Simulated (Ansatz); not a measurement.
K2S: modes and screening against the lattice constant

Method: DFT LDA, scalar-relativistic, plane waves, PAW in Ansatz 0.2.0. Cutoff 420 eV, 8×8×8 k-points (Γ-centred), fixed occupations. No spin polarisation. Phonons by linear response, acoustic sum rule imposed.

The cell is fixed (symmetry leaves no force on the atoms) and stands under 4.4 GPa:
```cif
data_structure
_symmetry_space_group_name_H-M 'P 1'
_symmetry_Int_Tables_number 1
_cell_length_a 4.8578
_cell_length_b 4.8578
_cell_length_c 4.8578
_cell_angle_alpha 60.000
_cell_angle_beta 60.000
_cell_angle_gamma 60.000
_cell_volume 81.06
loop_
_atom_site_label
_atom_site_type_symbol
_atom_site_fract_x
_atom_site_fract_y
_atom_site_fract_z
_atom_site_occupancy
S1 S 0.00000 0.00000 0.00000 1
K1 K 0.25000 0.25000 0.25000 1
K2 K 0.75000 0.75000 0.75000 1
```

The cell is the ideal cubic antifluorite prototype.

Question: How do the optical zone-centre modes (counted from the lowest optical one, degenerate ones once; i marks imaginary ones; without the LO field) and the screening change over a = 6.870 and 7.290 Å (k meshes 8×8×8, 6×6×6)?

Answer:
```
               a (Å)  6.870  7.290
      pressure (GPa)    4.4   -0.9
gap on the mesh (eV)   2.64   2.21
                  ε∞   3.31   3.23
                  ε0    5.0    6.2
       mode 1 (cm⁻¹)    159    127
       mode 4 (cm⁻¹)    232    167
```